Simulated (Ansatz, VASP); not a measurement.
# Two plane-wave programs on CuO

INCAR

```
ALGO = Normal
EDIFF = 1E-7
ENCUT = 520
GGA = PE
ISIF = 2
ISMEAR = -1
LASPH = T
LCHARG = F
LREAL = F
LWAVE = F
NBANDS = 25
NELM = 100
PREC = Accurate
SIGMA = 0.05
```

KPOINTS

```
k-points
0
Gamma
  8 8 6
```

POSCAR

```
CuO
1.0
    3.4670831206      0.0000000000      0.0000000000
    0.0000000000      3.4670831206      0.0000000000
    0.0000000000      0.0000000000      4.3165266131
Cu O
2 2
Direct
    0.0000000000      0.5000000000      0.0000000000
    0.5000000000      0.0000000000      0.5000000000
    0.0000000000      0.0000000000      0.2500000000
    0.0000000000      0.0000000000      0.7500000000
```

File input.yaml:

```yaml
crystal:
  lattice:
    - [3.4670831206, 0.0, 0.0]
    - [0.0, 3.4670831206, 0.0]
    - [0.0, 0.0, 4.3165266131]
  atoms:
    - { symbol: Cu, position: [0.0, 0.5, 0.0] }
    - { symbol: Cu, position: [0.5, 0.0, 0.5] }
    - { symbol: O, position: [0.0, 0.0, 0.25] }
    - { symbol: O, position: [0.0, 0.0, 0.75] }
hamiltonian:
  xc: pbe
  pseudopotentials: { kind: paw }
kpoints:
  mp_grid: { grid: [8, 8, 6] }
scf:
  occupations: { method: fermi_dirac, width: 0.05 }
output:
  forces: true
  stress: true
  eigenvalues: true
```

Measurements of this composition are mostly on another form, of space group No. 15.

Alike in both runs: task single point; functional PBE; k mesh 8 × 8 × 6; occupations fermi-dirac, width 0.05 eV; no spin polarisation.

|  | VASP | Ansatz |
| --- | --- | --- |
| version | VASP 6.6.1 | Ansatz 0.2.0 |
| potentials or method | VASP PAW PBE potentials, release 64 (Cu, O) | Ansatz PAW |
| plane-wave cutoff (eV) | 520 | 420 |
| valence electrons in the cell | 34 | 50 |

Ansatz gave:

- gap on the k mesh at the Fermi level (eV): none
- pressure (GPa): -6.8
- largest component of the traceless stress (GPa): 21.94

Question: Which values does VASP return?

Answer: gap on the k mesh at the Fermi level (eV): none; pressure (GPa): -6.4; largest component of the traceless stress (GPa): 21.48.

A gap of «none» marks a metal or a gap that the smearing closes. The two sets of potentials don't hold the same shells in valence.

Caveats: the run has no spin polarisation, though such a crystal can be magnetic; semilocal functionals often make such compounds metallic where correlation or magnetic order opens a gap, which also shifts bond lengths; the pressure holds a Pulay correction of +0.6 GPa for the finite cutoff (Ansatz).
